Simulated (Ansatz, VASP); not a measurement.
BN: VASP beside Ansatz

Contents of POSCAR:

```
BN
1.0
    0.0000000000      1.7458259350      1.7458259350
    1.7458259350      0.0000000000      1.7458259350
    1.7458259350      1.7458259350      0.0000000000
B N
1 1
Direct
    0.0000000000      0.0000000000      0.0000000000
    0.5000000000      0.5000000000      0.5000000000
```

The input INCAR.step1:

```
SYSTEM = BN
PREC     = Accurate       ! precision mode
ENCUT    = 520            ! plane-wave cutoff, eV
EDIFF    = 1E-5           ! SCF threshold, eV
ISMEAR   = 0              ! smearing method
SIGMA    = 0.01           ! smearing width, eV
LREAL    = .False.        ! projectors in reciprocal space
LASPH    = .True.         ! aspherical terms in the spheres
NELM     = 100            ! most SCF steps
ALGO     = Normal         ! electronic algorithm
ISIF     = 2              ! what is computed and relaxed
LWAVE    = .True.         ! write WAVECAR
LCHARG   = .False.        ! write CHGCAR
NBANDS   = 11             ! bands
GGA      = PE             ! functional
```

INCAR.step2

```
SYSTEM = BN
PREC     = Accurate       ! precision mode
ENCUT    = 520            ! plane-wave cutoff, eV
EDIFF    = 1E-6           ! SCF threshold, eV
ISMEAR   = 0              ! smearing method
SIGMA    = 0.01           ! smearing width, eV
LREAL    = .False.        ! projectors in reciprocal space
LASPH    = .True.         ! aspherical terms in the spheres
NELM     = 100            ! most SCF steps
ALGO     = Normal         ! electronic algorithm
ISIF     = 2              ! what is computed and relaxed
LWAVE    = .False.        ! write WAVECAR
LCHARG   = .False.        ! write CHGCAR
GGA      = PE             ! functional
LHFCALC  = .True.         ! exact exchange
HFSCREEN = 0.2079         ! screening, 1/A
PRECFOCK = Normal       
NBANDS   = 11             ! bands
ISTART   = 1
```

File KPOINTS:

```
regular mesh
0
Gamma
  8 8 8
  0 0 0
```

Input for Ansatz:

```yaml
crystal:
  lattice:
    - [0.0, 1.745825935, 1.745825935]
    - [1.745825935, 0.0, 1.745825935]
    - [1.745825935, 1.745825935, 0.0]
  atoms:
    - { symbol: B, position: [0.0, 0.0, 0.0] }
    - { symbol: "N", position: [0.5, 0.5, 0.5] }
kpoints:
  mp_grid: { grid: [8, 8, 8] }
  band_path:
    path:
      - [0.0, 0.0, 0.0]
      - [0.5, 0.0, 0.5]
      - [0.625, 0.25, 0.625]
      - [0.375, 0.375, 0.75]
      - [0.5, 0.5, 0.5]
      - [0.5, 0.25, 0.75]
      - [0.0, 0.166667, -0.167969]
      - [0.0, 0.5, 0.5]
    npoints: 1
hamiltonian:
  xc: hse06
scf:
  occupations: { method: fixed }
  n_extra_bands: 4
output:
  forces: true
  stress: true
  eigenvalues: true
```

Alike in both runs: task single point; functional HSE06; k mesh 8 × 8 × 8; no spin polarisation.

|  | VASP | Ansatz |
| --- | --- | --- |
| version | VASP 6.6.1 | Ansatz 0.2.0 |
| potentials or method | VASP PAW PBE potentials, release 64 (B, N) | plane waves, PAW |
| plane-wave cutoff (eV) | 520 | 420 |
| occupations | gaussian, width 0.01 eV | fixed |
| valence electrons in the cell | 8 | 8 |

|  | VASP | Ansatz | Ansatz less VASP |
| --- | --- | --- | --- |
| gap on the k mesh at the Fermi level (eV) | 2.32 | 2.33 | +0.010 |
| pressure (GPa) | -8.1 | -8.4 | -0.27 |

Ansatz warned: «stress_exchange_threshold_loose».

Caveats: the PAW data sets were made with another functional, which shifts forces and pressure a little (VASP). A k mesh can miss the band edges.
